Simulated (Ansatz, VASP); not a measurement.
## Two plane-wave programs on BN

```
CELL_PARAMETERS angstrom
1.35330 0.78133 3.03129
-1.35330 0.78133 3.03129
0.00000 -1.56266 3.03129
ATOMIC_POSITIONS crystal
B 0.99970 0.99970 0.99970
N 0.33274 0.33274 0.33274
```

Change from the starting cell: strain +0.080 along x and y, -0.080 along z, atoms carried along.

Alike in both runs: task single point; functional PBE; dispersion D3(BJ); k mesh 12 × 12 × 12; occupations gaussian, width 0.05 eV; no spin polarisation.

|  | VASP | Ansatz |
| --- | --- | --- |
| version | VASP 6.6.1 | Ansatz 0.2.0 |
| potentials or method | VASP PAW PBE potentials, release 64 (B, N) | scalar-relativistic, plane waves, PAW |
| plane-wave cutoff (eV) | 520 | 420 |
| valence electrons in the cell | 8 | 8 |

```tsv
	VASP	Ansatz	Ansatz less VASP
gap on the k mesh at the Fermi level (eV)	3.46	3.47	+0.005
least direct gap on the mesh (eV)	4.18	4.18	+0.002
pressure (GPa)	-41.7	-41.6	+0.01
largest component of the traceless stress (GPa)	44.84	44.92	+0.085
rms of the force components (eV/Å)	0.063	0.063	-0.0002
```

Atom by atom the forces differ by 0.000 eV/Å (rms over components).

Caveats: the cell as given lies far from equilibrium; so large a pressure means that the cell lies far from this level's equilibrium, or that cutoff or potentials fall short (VASP). A k mesh can miss the band edges.
